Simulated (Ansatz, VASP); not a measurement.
**GaSbH2 (GaSb wire along [110], 8 atoms a period, H-terminated) in two plane-wave programs**

Aim: how closely do two programs agree when they are given the same cell, functional and k mesh? The structure shown is the start of the Ansatz relaxation below; VASP solves that cell, so the two are compared at the walk's first step.

Calculated with Ansatz 0.2.0; plane waves, with VASP 6.6.1 beside it; single point at PBE.

## (1) Set-up

The cell holds 16 atoms: 4 Sb, 8 H and 4 Ga. Its edges and angles: a = 16.485 Å, b = 14.049 Å, c = 4.391 Å, α = 90.0°, β = 90.0°, γ = 90.0°. Vacuum lies along a and b. The structure's axis is c.

## (2) Ansatz: relaxation, PBE

Ansatz runs on its PAW soft_1 files.

The two programs are compared at the cell with which this relaxation starts, whose forces are those of its first step.

input.yaml reads:

```yaml
crystal:
  lattice:
    - [16.485, 0.0, 0.0]
    - [0.0, 14.049, 0.0]
    - [0.0, 0.0, 4.3911331112]
  atoms:
    - { symbol: Sb, position: [0.355760596, 0.499995414, 0.0] }
    - { symbol: H, position: [0.394601153, 0.748100699, 0.0] }
    - { symbol: Ga, position: [0.44993712, 0.656274619, 0.0] }
    - { symbol: Ga, position: [0.44993712, 0.343716209, 0.0] }
    - { symbol: Sb, position: [0.732466692, 0.499995414, 0.0] }
    - { symbol: H, position: [0.79375653, 0.601701515, 0.0] }
    - { symbol: H, position: [0.79375653, 0.398289313, 0.0] }
    - { symbol: H, position: [0.206248104, 0.591821494, 0.5] }
    - { symbol: H, position: [0.206248104, 0.408169334, 0.5] }
    - { symbol: Ga, position: [0.261584072, 0.499995414, 0.5] }
    - { symbol: Sb, position: [0.544113644, 0.656274619, 0.5] }
    - { symbol: Sb, position: [0.544113644, 0.343716209, 0.5] }
    - { symbol: H, position: [0.605403482, 0.757980721, 0.5] }
    - { symbol: H, position: [0.605403482, 0.242010107, 0.5] }
    - { symbol: Ga, position: [0.638290168, 0.499995414, 0.5] }
    - { symbol: H, position: [0.394601153, 0.251890129, 0.0] }
kpoints:
  mp_grid: { grid: [1, 1, 19] }
scf:
  occupations: { method: fermi_dirac, width: 0.05 }
hamiltonian:
  xc: pbe
  pseudopotentials: { kind: paw, azcp: { folder: soft_1 } }
relax:
  cell: { fix: [a, b, alpha, beta, gamma] }
  max_steps: 45
  f_tol: 0.03
```

Launch:

```bash
$ ansatz run input.yaml --threads 4 --pin off --max-ram 16384MiB --backend cpu --events-out ev --progress --plain --runs-dir out
```

Numbers of over 12 decimals in the logs are rounded to 6 here.

The program printed:

```text
Engine: ansatz 0.2.0, aarch64-unknown-linux-gnu
Pseudopotentials: kind: paw
Pseudopotential: Sb, paw, valence charge 15, recommended cutoff 420 eV (normal), soft_1/Sb.paw.azcp
Pseudopotential: H, paw, valence charge 1, recommended cutoff 420 eV (normal), soft_1/H.paw.azcp
Pseudopotential: Ga, paw, valence charge 13, recommended cutoff 420 eV (normal), soft_1/Ga.paw.azcp
Functional definition: PBE
  parameter kappa = 0.804
  parameter beta = 0.066725
  exchange = pbe_x(kappa = kappa, mu = beta*pi^2/3)
  correlation = pbe_c(beta = beta)
Crystal: 16 atoms, lattice volume = 1016.977 Å³
Basis set: ecut = 420 eV, 19927 PW (Γ), exchange–correlation on 240×192×60 points (8 copies of the dense FFT grid, shifted against one another)
Bands: 76, of which v1, the nominal top of the filled ones, is band 60 counted from 1 (59 counted from 0)
Symmetry: 4 space group operations
Space group: Pmm2 (ITA 25), of the structure as read, at distance tolerance 1.0e-4 Å
k-points: 10 of 19
Non-local potential: Sb, projectors of the file, l = 0: 2, l = 1: 2, l = 2: 2, l = 3: 1
Non-local potential: H, projectors of the file, l = 0: 2, l = 1: 1
Non-local potential: Ga, projectors of the file, l = 0: 2, l = 1: 2, l = 2: 3, l = 3: 1
PAW form: soft (Blöchl's): semilocal exchange-correlation on the pseudo side does not see the compensation charge
PAW one-centre angular grid: Sb, 590 points (default); XC on 64 Gauss nodes
PAW one-centre angular grid: H, 110 points (default); XC on 64 Gauss nodes
PAW one-centre angular grid: Ga, 590 points (default); XC on 64 Gauss nodes
Initial density: superposition of atomic densities (neutral atoms: chi_scale 0, normalization atom)
Initial wavefunctions: pseudopotential atomic-orbital guess
Functional: x = pbe(κ = 0.804, μ = 0.219515), c = pbe(β = 0.066725)
SCF iter   1: F=—  HF=-41197.550774 eV  |F-HF|=—  |Δ(HF+E_count)|=         —  Δρ=2.83e-2  dr2=9.67e0  ethr=3.10e-3  ⟨swp⟩=8.1  Hψ=3562  notcnv=0  defer=3
preconditioner: auto → Resta (q_TF=auto, 1.911 Å⁻¹)  ε∞=1.6  [insulator: Δε(μ)=1.795 eV  Ē_g=13.200 eV  σ=0.050 eV  W_gap=1.00  n_scr=128 (ndim 8)  ℏωp=10.4 eV  f_vac=0.618  D(μ)=0.00/eV (n_scr^D=0)  ε∞_Penn≈1.6  vacuum switching on, ρ_ref=1.3e-2 e/Å³]
SCF iter   2: F=—  HF=-41195.202325 eV  |F-HF|=—  |Δ(HF+E_count)|=    2.35e0  Δρ=1.15e-2  dr2=2.07e0  ethr=3.10e-3  ⟨swp⟩=3.8  Hψ=1207  notcnv=0  defer=80
SCF iter   3: F=—  HF=-41194.895293 eV  |F-HF|=—  |Δ(HF+E_count)|=   3.07e-1  Δρ=5.70e-3  dr2=6.79e-1  ethr=1.72e-3  ⟨swp⟩=3.8  Hψ=1189  notcnv=0  defer=66
SCF iter   4: F=—  HF=-41194.764043 eV  |F-HF|=—  |Δ(HF+E_count)|=   1.31e-1  Δρ=1.29e-3  dr2=2.12e-2  ethr=5.66e-4  ⟨swp⟩=3.0  Hψ=1113  notcnv=0  defer=91
SCF iter   5: F=—  HF=-41194.766283 eV  |F-HF|=—  |Δ(HF+E_count)|=   2.24e-3  Δρ=6.82e-4  dr2=4.25e-3  ethr=1.77e-5  ⟨swp⟩=2.0  Hψ=1088  notcnv=0  defer=91
SCF iter   6: F=—  HF=-41194.766433 eV  |F-HF|=—  |Δ(HF+E_count)|=   1.50e-4  Δρ=2.36e-4  dr2=5.69e-4  ethr=3.54e-6  ⟨swp⟩=2.0  Hψ=1019  notcnv=0  defer=91
SCF iter   7: F=—  HF=-41194.766656 eV  |F-HF|=—  |Δ(HF+E_count)|=   2.24e-4  Δρ=7.71e-5  dr2=1.19e-4  ethr=4.74e-7  ⟨swp⟩=2.0  Hψ=1056  notcnv=0  defer=91
SCF iter   8: F=—  HF=-41194.766653 eV  |F-HF|=—  |Δ(HF+E_count)|=   3.02e-6  Δρ=2.01e-5  dr2=6.80e-6  ethr=9.94e-8  ⟨swp⟩=2.0  Hψ=1070  notcnv=0  defer=91
SCF iter   9: F=—  HF=-41194.766613 eV  |F-HF|=—  |Δ(HF+E_count)|=   3.97e-5  Δρ=9.37e-6  dr2=9.16e-7  ethr=5.67e-9  ⟨swp⟩=2.0  Hψ=1010  notcnv=0  defer=91
SCF iter  10: F=—  HF=-41194.766615 eV  |F-HF|=—  |Δ(HF+E_count)|=   1.51e-6  Δρ=4.11e-6  dr2=3.09e-7  ethr=7.63e-10  ⟨swp⟩=2.0  Hψ=1070  notcnv=0  defer=91
SCF iter  11: F=-41194.766615 eV  HF=-41194.766615 eV  |F-HF|=9.60e-10  |Δ(HF+E_count)|=   4.06e-8  Δρ=1.03e-6  dr2=2.07e-8  ethr=8.33e-11  ⟨swp⟩=3.0  Hψ=2981  notcnv=0
SCF 1 converged in 11 iterations: F = -41194.766615 eV  dr2 = 2.07e-8
  greatest PAW one-centre occupation: 0.995 electrons in one spin orbital (limit 2), on the Sb atom at site 4 (counted from 0), in its partial waves of l = 2
relax step   1: F+E_penalty+E_count = -41194.76661490 eV  Δ(F+E_penalty+E_count) = +0.000e0 eV  max|allowed force component| = 6.206e-1 eV/Å  Δτ_max = 0.0000 Å  P = -0.280 GPa  Ω = 1016.977 Å³  fix = [a, b, alpha, beta, gamma]  reactions: a -0.401, b -0.711 GPa  (11 SCF iters, dr2 threshold 1.00e-7 eV, accepted)
[...]
relax step   4: F+E_penalty+E_count = -41195.08603287 eV  Δ(F+E_penalty+E_count) = -8.039e-3 eV  max|allowed force component| = 3.603e-2 eV/Å  Δτ_max = 0.0461 Å  P = +0.009 GPa  Ω = 1033.428 Å³  energy of the carried Pulay correction = -1.750e-3 eV  fix = [a, b, alpha, beta, gamma]  reactions: a -0.011, b -0.009 GPa  (6 SCF iters, dr2 threshold 1.60e-6 eV, accepted)
[...]
relax step   5: F+E_penalty+E_count = -41195.08586418 eV  Δ(F+E_penalty+E_count) = +1.687e-4 eV  max|allowed force component| = 2.809e-2 eV/Å  Δτ_max = 0.0351 Å  P = -0.005 GPa  Ω = 1036.119 Å³  energy of the carried Pulay correction = -2.034e-3 eV  fix = [a, b, alpha, beta, gamma]  reactions: a -0.032, b +0.020 GPa  (7 SCF iters, dr2 threshold 8.11e-8 eV, accepted)
[...]
relax step   6: F+E_penalty+E_count = -41195.08802647 eV  Δ(F+E_penalty+E_count) = -2.162e-3 eV  max|allowed force component| = 2.813e-2 eV/Å  Δτ_max = 0.0000 Å  P = -0.004 GPa  Ω = 1036.119 Å³  fix = [a, b, alpha, beta, gamma]  reactions: a -0.032, b +0.020 GPa  stress off target by 9.05e-4 GPa on what of the cell is left free  SCF on the basis re-selected at this cell (its energy is not comparable with the rows above)  (7 SCF iters)
basis re-selected at this cell: Δ(F+E_penalty+E_count) = -2.162e-3 eV, ΔP = +0.001 GPa vs the last step (what re-selecting the basis moved, of the pressure what is left beyond the Pulay correction that the steps carried, after the strain that the cell walked since its last selection, with what the two solves' SCF thresholds leave and, on support functions, any second-order correction that the steps lacked; it is no m [...]
SCF converged after 7 iterations
Free energy (F): -41195.088026 eV
Harris-Foulkes:  -41195.088026 eV  (|F-HF|=2.93e-9)
Internal energy: -41195.088015 eV  (E = F + TS)
E sigma→0 (E₀):  -41195.088021 eV
Entropy (-TS):   -0.000011 eV (-0.001 meV/atom)
Fermi energy:    -1.480921 eV
--- Per-component energies (eV) ---
  E_band       = -2134.469712
  E_kinetic    = 1197.961505
  E_local      = -48612.458629  (includes V_loc(G=0)·N_el)
  E_nonlocal   = 1195.951163
  E_hartree    = 23912.679358
  E_xc         = -710.418917
  E_vxc        = -666.407802  (∫ρ·V_xc dr)
  E_paw        = -26152.724059  (= ΣΔE_a)
  E_vpaw       = -3074.867075  (= ΣTr[D̂ρ^β])
  E_aug_tail   = -0.007585  (compensation charges beyond the density's cutoff)
  E_ewald      = 7973.929148
  E_smearing   = -0.000011  (= −TS)
  E_closure    = -0.000000  (closes the sum)
  Σ components = -41195.088026   (vs F -41195.088026, Δ=0.00e0)
--- Forces (eV/Å), atoms counted from 1 ---
  atom   1  Sb    -0.00705307    -0.00000000    -0.00000000
  atom   2  H     -0.00299425    -0.00462780     0.00000000
  atom   3  Ga     0.01318314    -0.01001621     0.00000000
  atom   4  Ga     0.01318314     0.01001621    -0.00000000
  atom   5  Sb    -0.00983466    -0.00000000    -0.00000000
  atom   6  H      0.00164315     0.00192590    -0.00000000
  atom   7  H      0.00164315    -0.00192590     0.00000000
  atom   8  H      0.00044620     0.00018015    -0.00000000
  atom   9  H      0.00044620    -0.00018015     0.00000000
  atom  10  Ga    -0.00847330    -0.00000000    -0.00000000
  atom  11  Sb     0.02713203     0.00812237    -0.00000000
  atom  12  Sb     0.02713203    -0.00812237     0.00000000
  atom  13  H     -0.01266158     0.01900947    -0.00000000
  atom  14  H     -0.01266158    -0.01900947     0.00000000
  atom  15  Ga    -0.02813412    -0.00000000    -0.00000000
  atom  16  H     -0.00299425     0.00462780    -0.00000000
  max |Σ_I F_I| component: 2.25e-6 eV/Å
--- Stress (GPa, compression-positive) ---
       -0.031641      -0.000000      -0.000000
       -0.000000       0.019848      -0.000000
       -0.000000      -0.000000      -0.000905
  P = ⅓ Tr σ = -0.0042 GPa (-0.042 kbar)
--- Relaxed structure (5 steps of the walk, 5 accepted, 1 SCFs on fresh bases) ---
  F+E_penalty+E_count = -41195.08802647 eV   max|allowed force component| = 2.813e-2 eV/Å   (the final SCF, on the basis selected at the relaxed cell)
  cell:  # Å, volume = 1036.1186 Å³
    - [16.485, 0, 0]
    - [0, 14.049, 0]
    - [0, 0, 4.473785]
  atoms:
    - { symbol: Sb, position: [0.354755, 0.499995, 0] }
    - { symbol: H, position: [0.402188, 0.755010, 0] }
    - { symbol: Ga, position: [0.444520, 0.655051, 0.0] }
    - { symbol: Ga, position: [0.444520, 0.344940, 0] }
    - { symbol: Sb, position: [0.724452, 0.499995, 0.0] }
    - { symbol: H, position: [0.793339, 0.591100, 0] }
    - { symbol: H, position: [0.793339, 0.408890, 0.0] }
    - { symbol: H, position: [0.215839, 0.598448, 0.5] }
    - { symbol: H, position: [0.215839, 0.401543, 0.5] }
    - { symbol: Ga, position: [0.260373, 0.499995, 0.5] }
    - { symbol: Sb, position: [0.538202, 0.651290, 0.5] }
    - { symbol: Sb, position: [0.538202, 0.348701, 0.5] }
    - { symbol: H, position: [0.608022, 0.742306, 0.5] }
    - { symbol: H, position: [0.608022, 0.257684, 0.5] }
    - { symbol: Ga, position: [0.632423, 0.499995, 0.5] }
    - { symbol: H, position: [0.402188, 0.244981, 0.0] }
```

Reading the cycles: dr2 is the Hartree energy of the density residual (eV), the measure of convergence; HF is the Harris–Foulkes estimate of the energy, which meets the free energy F at convergence.

(Part 1 of 2 ends here.)

[Lines on the potential files, build, host, timing and source positions are cut from VASP's logs without a mark.]

[Logs are printed without paths, hosts, clocks, repeated set-up lines and the standing remarks that a program may print on its own settings, such as how far it seeks lower states.]

[Hosts, paths, dates, database ids (printed as entryN), source tags and the programs' standing remarks are cut or masked in the printed files.]
